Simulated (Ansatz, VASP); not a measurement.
One calculation of Mo, two programs

The input INCAR:

```
PREC     = Accurate       # precision mode
ENCUT    = 520            # plane-wave cutoff, eV
EDIFF    = 1E-6           # SCF threshold, eV
ISMEAR   = 1              # smearing method
SIGMA    = 0.1            # smearing width, eV
LREAL    = False          # projectors in reciprocal space
LASPH    = True           # aspherical terms in the spheres
NELM     = 60             # most SCF steps
ALGO     = Normal         # electronic algorithm
ISIF     = 2              # what is computed and relaxed
LWAVE    = False          # write WAVECAR
LCHARG   = False          # write CHGCAR
GGA      = PE             # functional
NBANDS   = 13             # bands
```

The input KPOINTS:

```
Automatic mesh
0
Gamma
  13 13 13
```

File POSCAR:

```
Mo
1.0
   -1.5992132738      1.5992132738      1.5992132738
    1.5992132738     -1.5992132738      1.5992132738
    1.5992132738      1.5992132738     -1.5992132738
Mo
1
Direct
    0.0000000000      0.0000000000      0.0000000000
```

Input for Ansatz:

```yaml
crystal:
  lattice:
    - [-1.5992132737578428, 1.5992132737578428, 1.5992132737578428]
    - [1.5992132737578428, -1.5992132737578428, 1.5992132737578428]
    - [1.5992132737578428, 1.5992132737578428, -1.5992132737578428]
  atoms:
    - { symbol: Mo, position: [0.0, 0.0, 0.0] }
basis:
  ecutwfc: 500.0
kpoints:
  mp_grid:
    grid: [13, 13, 13]
scf:
  occupations:
    method: cold
output:
  stress: true
```

Alike in both runs: task single point; functional PBE; k mesh 13 × 13 × 13; no spin polarisation.

|  | VASP | Ansatz |
| --- | --- | --- |
| version | VASP 6.6.1 | Ansatz 0.2.0 |
| potentials or method | VASP PAW PBE potentials, release 64 (Mo_sv) | plane waves, PAW |
| plane-wave cutoff (eV) | 520 | 500 |
| occupations | methfessel-paxton of order 1, width 0.1 eV | cold |
| valence electrons in the cell | 14 | 14 |

Ansatz gave:

- pressure (GPa): -8.7

What did VASP give for the same quantities?

Pressure (GPa): -8.2.
